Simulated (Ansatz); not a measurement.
The system is Bi2TeSe2 (Skippenite).

```
Bi Te Se
1.0
     2.09150    1.20753    9.71233
    -2.09150    1.20753    9.71233
     0.00000   -2.41506    9.71233
Bi Te Se
2 1 2
Cartesian
  0.0000 0.0000 17.5387
  0.0000 0.0000 11.5983
  0.0000 0.0000 0.0000
  0.0000 0.0000 22.9716
  0.0000 0.0000 6.1654
```

```yaml
Program: Ansatz 0.2.0
Task: relaxation of cell and atoms
Functional: PBEsol
Potentials_or_basis: Ansatz PAW
Cutoff: "420 eV (not typed: the program's choice for these potentials)"
k_mesh: 7 × 7 × 7
Occupations: fermi-dirac, width 0.05 eV
Spin: no spin polarisation
```

At the start: volume 29.43 Å³/atom.

**Question.** How do energy, volume and symmetry change on relaxing?

**Answer.** It ends after 6 steps and the volume is 29.83 Å³/atom (+1.3 %); space group R-3m (No. 166, to 0.05 Å).

Step by step:
```tsv
step	energy change (eV)	largest force (eV/Å)	volume (Å³)
1	0.0000	1.7910	147.17
2	-0.3215	0.3302	151.42
3	-0.3437	0.0099	149.22
4	-0.3448	0.0226	149.50
5	-0.3451	0.0015	149.13
6	-0.3454	0.0015	149.13
```

Final structure:
```
Bi Te Se
1.0
     2.11006    1.21824    9.66890
    -2.11006    1.21824    9.66890
     0.00000   -2.43649    9.66890
Bi Te Se
2 1 2
Direct
  0.59424 0.59424 0.59424
  0.40576 0.40576 0.40576
  0.00000 0.00000 0.00000
  0.79141 0.79141 0.79141
  0.20859 0.20859 0.20859
```

Caveat: the plane-wave basis is chosen anew once the cell has moved, so the energies of steps on either side of that aren't comparable; the PAW data sets come from PBE, with cores solved anew for the run's functional, which leaves a small shift of forces and pressure.
